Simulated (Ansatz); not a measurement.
# Na: the cost of one run

Program: Ansatz 0.2.0. Level of theory: DFT PBE, scalar-relativistic, plane waves, PAW. These are calculated values, not measurements.

2 further runs of the same task are left out: 2 set aside as unsound or not needed.

## 1. The starting structure

It takes space group P6_3/mmc (No. 194, hexagonal). The conventional cell has a = 3.744 Å, b = 3.744 Å, c = 12.204 Å, α = 90.00°, β = 90.00°, γ = 120.00°. Na (site symmetry -3m) is surrounded by 12 Na at 3.74 Å. Na (site symmetry -6m2) is surrounded by 12 Na at 3.74 Å.

Structure file:

```
Na
1.0
     3.74368    0.00000    0.00000
    -1.87184    3.24212    0.00000
     0.00000    0.00000   12.20384
Na
4
Cartesian
  0.0000 0.0000 0.0000
  0.0000 2.1614 3.0510
  0.0000 0.0000 6.1019
  1.8718 1.0807 9.1529
```

It goes back to an entry of the Materials Project, which need not be the stable form.

This cell was relaxed beforehand with the same method: volume 37.03 Å³/atom, gap on the mesh none (metal).

The unstrained cell was computed beforehand with the same settings: E(σ→0) = -5945.6689 eV for 4 atoms, gap none (metal).

## 2. At -2.0 %

Contents of input.yaml:

```yaml
crystal:
  lattice:
    - [3.6688084798, 0.0, 0.0]
    - [-1.8344042399, 3.1772813451, 0.0]
    - [0.0, 0.0, 11.9597669942]
  atoms:
    - { symbol: Na, position: [0.0, 0.0, 0.0] }
    - { symbol: Na, position: [0.3333333333, 0.6666666667, 0.25] }
    - { symbol: Na, position: [0.0, 0.0, 0.5] }
    - { symbol: Na, position: [0.6666666667, 0.3333333333, 0.75] }
basis:
  ecutwfc: 420
kpoints:
  mp_grid: { grid: [18, 18, 6] }
hamiltonian:
  xc: pbe
scf:
  occupations: { method: gaussian, width: 0.1 }
output:
  forces: true
  stress: true
  eigenvalues: true
```

Command:

```
> ansatz run input.yaml --threads 1 --pin off --max-ram 2560MiB --backend cpu --events-out ev --progress --plain --runs-dir out
```

Q: Estimate wall time and peak memory on 1 thread of Arm Neoverse V2, shared host.

About 13 s, with a peak of 0.62 GiB.
